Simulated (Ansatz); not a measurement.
# Li2Se (Fm-3m): zero-pressure volume and bulk modulus with PBE + D3(BJ)-ATM

An exercise on one series of results from a longer session: the logs are not shown, and one member is left open.

Computed with Ansatz 0.2.0 (DFT PBE + D3(BJ)-ATM, scalar-relativistic, plane waves, PAW, unless a step's input says otherwise).

1 further run of the same task is left out (it didn't finish). Runs told in other sessions of the task aren't counted.

## The system as given

It takes space group Fm-3m (No. 225, cubic). The conventional cell has a = 6.005 Å, b = 6.005 Å, c = 6.005 Å, α = 90.00°, β = 90.00°, γ = 90.00°. Li (site symmetry -43m) has 4 Se at 2.60 Å in its first shell of neighbours. Around Se (site symmetry m-3m) lie 8 Li at 2.60 Å.

As a file:

```xyz
3
Lattice="0.0000 3.0025 3.0025 3.0025 0.0000 3.0025 3.0025 3.0025 0.0000" Properties=species:S:1:pos:R:3 pbc="T T T"
Li    1.5012    1.5012    1.5012
Li    4.5037    4.5037    4.5037
Se    0.0000    0.0000    0.0000
```

This cell comes from an earlier session at PBE: 18.045 Å³/atom at 0.02 GPa, on a 8×8×8 mesh, gap on the mesh 2.98 eV.

The first run:

Contents of input.yaml:

```yaml
crystal:
  lattice:
    - [0.0, 3.0024997683, 3.0024997683]
    - [3.0024997683, 0.0, 3.0024997683]
    - [3.0024997683, 3.0024997683, 0.0]
  atoms:
    - { symbol: Li, position: [0.25, 0.25, 0.25] }
    - { symbol: Li, position: [0.75, 0.75, 0.75] }
    - { symbol: Se, position: [0.0, 0.0, 0.0] }
basis:
  ecutwfc: 420
  ecutrho_ratio: 4
kpoints:
  mp_grid: { grid: [8, 8, 8] }
hamiltonian:
  xc: pbe
  dispersion: d3bjatm
scf:
  occupations: { method: gaussian, width: 0.05 }
output:
  forces: true
  stress: true
  eigenvalues: true
```

Command:

```sh
$ ansatz run input.yaml --threads 4 --pin off --max-ram 8192MiB --backend cpu --events-out ev --progress --plain --runs-dir out
```

Among the steps run: At the given cell; Stepping to 17.777 Å³/atom; Stepping to 16.904 Å³/atom; Volume × 0.98 of the new zero; Volume × 1.02 of the new zero; Volume × 0.96 of the new zero; Volume × 1.04 of the new zero.

One of the session's tables, all rows but one given; the rest of the session is left out.

It belongs to the step «Energy and pressure against volume». 

| volume (Å³/atom) | energy (meV/atom) | pressure (GPa) |
| --- | --- | --- |
| 16.227 | 3.36 | 1.67 |
| 16.566 | 0.79 | 0.78 |
| 16.904 | 0.00 | -0.02 |
| 17.242 | ? | ? |
| 17.580 | 3.14 | -1.42 |

Estimate the missing values for volume (Å³/atom) = 17.242.

Worked estimate for «energy (meV/atom)». A straight line through the neighbours (16.904, 0.00) and (17.580, 3.14) gives 0.00 + (3.14 − 0.00) × (17.242 − 16.904) / (17.580 − 16.904) = 1.57; a parabola fitted to 3 rows on both sides gives 0.78.

**Answer.** energy (meV/atom): 0.83; pressure (GPa): -0.75. In «energy (meV/atom)» the line misses by +0.74 and the parabola by -0.05.
